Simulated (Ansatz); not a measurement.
Crystal: Bi2Se3 (Paraguanajuatite).

```
CELL_PARAMETERS angstrom
2.07150 1.19598 9.54533
-2.07150 1.19598 9.54533
0.00000 -2.39196 9.54533
ATOMIC_POSITIONS crystal
Bi 0.59920 0.59920 0.59920
Bi 0.40080 0.40080 0.40080
Se 0.78830 0.78830 0.78830
Se 0.21170 0.21170 0.21170
Se 0.00000 0.00000 0.00000
```

- Program: Ansatz 0.2.0
- Task: single point
- Functional: PBE
- Potentials or basis: all-electron LAPW, scalar-relativistic
- Cutoff: 226 eV (chosen from the basis error)
- Basis error allowed: 0.001 eV/atom
- k mesh: 8 × 8 × 8
- Occupations: fermi-dirac, width 0.05 eV
- Spin: no spin polarisation

On this cell: pressure 2.6 GPa; largest force 0.160 eV/Å; band gap on the k mesh 0.22 eV, direct.

The same run follows on a disturbed copy (atoms moved at random, drawn with an rms of 0.05 Å):

```
CELL_PARAMETERS angstrom
2.07150 1.19598 9.54533
-2.07150 1.19598 9.54533
0.00000 -2.39196 9.54533
ATOMIC_POSITIONS crystal
Bi 0.59792 0.59798 0.59907
Bi 0.40222 0.39696 0.39972
Se 0.79837 0.79320 0.77654
Se 0.21449 0.20833 0.21334
Se 0.99871 0.00463 0.99892
```

Q: What changes?

A: The energy moves by +3.9 meV/atom; pressure 2.4 GPa; largest force 0.410 eV/Å; band gap on the k mesh 0.31 eV, direct.

Forces in eV/Å, atoms in the order of the input:
```
Bi   0.039 -0.029  0.407
Bi  -0.019  0.099  0.295
Se  -0.024 -0.159 -0.178
Se  -0.071  0.055 -0.331
Se   0.074  0.034 -0.193
```

Stress tensor (GPa, compression positive):
```
 2.64 -0.02  0.05
-0.02  2.26 -0.40
 0.05 -0.40  2.35
```

Caveats: spin-orbit coupling is left out, which as a rule narrows the gap of such compounds by several tenths of an eV.

A k mesh can miss the band edges.
